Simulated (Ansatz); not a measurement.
Computed with Ansatz (plane waves, PAW, 500 eV cutoff): r²SCAN, scalar-relativistic, no spin polarisation, 8×8×4 k-mesh, Gaussian smearing of 0.05 eV; PAW files: Ansatz's generated set soft_2.

A compound XS has these computed properties.

```yaml
Space_group: P6_3mc (No. 186)
Conventional_cell: a = 3.806 Å, b = 3.806 Å, c = 6.246 Å, α = 90.00°, β = 90.00°, γ = 120.00°
Volume: 19.59 Å³/atom
Band_gap: 2.78 eV
Smallest_direct_gap: 2.78 eV
Bader_charges: X 0.97; S -0.97 e
Formation_energy_from_the_elements_0_K_uncorrected: -0.98 eV/atom
```

Sites: X on 2b, S on 2b.

Task: Which element is X?
A. Cu
B. Ni
C. Ge
D. Zn

Result: D. X is Zn, so the compound is ZnS.

The chain of runs began from a cell as deposited in COD, expanded in volume.

Kohn–Sham gaps of semilocal functionals lie under measured ones, often by a third or more.
